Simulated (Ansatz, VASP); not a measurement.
# CaF2 (Fluorite) in VASP and in Ansatz

```
Ca F
1.0
     0.00000    2.71029    2.71029
     2.71029    0.00000    2.71029
     2.71029    2.71029    0.00000
Ca F
1 2
Cartesian
  0.0000 0.0000 0.0000
  1.3551 1.3551 1.3551
  4.0654 4.0654 4.0654
```

Alike in both runs: functional PBEsol; k mesh 8 × 8 × 8; no spin polarisation.

Ansatz relaxed the structure, and its values are those at the end. VASP's run is a single point on that final structure, the one shown.

|  | VASP | Ansatz |
| --- | --- | --- |
| version | VASP 6.6.1 | Ansatz 0.2.0 |
| potentials or method | VASP PAW PBE potentials, release 64 (Ca_sv, F) | scalar-relativistic, plane waves, PAW |
| plane-wave cutoff (eV) | 520 | 420 |
| occupations | gaussian, width 0.01 eV | fixed |
| valence electrons in the cell | 24 | 24 |

Ansatz gave:

- gap on the k mesh at the Fermi level (eV): 7.25
- least direct gap on the mesh (eV): 7.51
- pressure (GPa): 0.0

Q: Which values does VASP return?

A: gap on the k mesh at the Fermi level (eV): 7.22; least direct gap on the mesh (eV): 7.49; pressure (GPa): 0.3.

Caveats: the PAW data sets were made with another functional, which shifts forces and pressure a little (VASP). A k mesh can miss the band edges.
